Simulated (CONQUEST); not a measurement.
**Sn under changes of volume**

One of the cells (33.803 Å³/atom); the others are scaled copies at fixed shape and fractional positions:

```xyz
4
Lattice="4.5726 0.0000 0.0000 0.0000 4.5726 0.0000 0.0000 0.0000 6.4667" Properties=species:S:1:pos:R:3 pbc="T T T"
Sn    0.0000    2.2863    1.6167
Sn    2.2863    0.0000    4.8500
Sn    0.0000    0.0000    3.2333
Sn    2.2863    2.2863    0.0000
```

This isn't the form of Sn at room conditions, which is tetragonal (white tin).

* Program: CONQUEST 1.3
* Functional: PBE
* Potentials or basis: PseudoDojo NC PBE, SZ, grid of 48 × 48 × 64 points
* k mesh: 6 × 6 × 4
* Occupations: fermi-dirac, width 0.05 eV
* Spin: no spin polarisation

| volume (Å³/atom) | energy over the lowest point (meV/atom) | pressure (GPa) |
| --- | --- | --- |
| 31.775 | 158.11 | 9.9 |
| 32.451 | 118.95 | 8.7 |
| 33.127 | 84.98 | 7.3 |
| 33.803 | ? | ? |
| 34.479 | 33.79 | 4.9 |
| 35.155 | 15.03 | 4.0 |
| 35.831 | 0.00 | 3.1 |

Question: What does the run at 33.803 Å³/atom give?

Answer: Energy over the lowest point 56.60 meV/atom; pressure 6.1 GPa.

Worked out: A Birch-Murnaghan fit of order 3 (a polynomial in V^(-2/3)) to the other rows has no minimum within the range. It gives 57.06 meV/atom at 33.803 Å³/atom, against the run's 56.60, and -dE/dV = 6.1 GPa, against 6.1.

Energies are extrapolated to zero smearing.

Caveats: the atomic basis is small; the basis of atomic orbitals isn't converged, which shifts pressures, moduli and gaps; the real-space grid breaks the cell's symmetry a little.
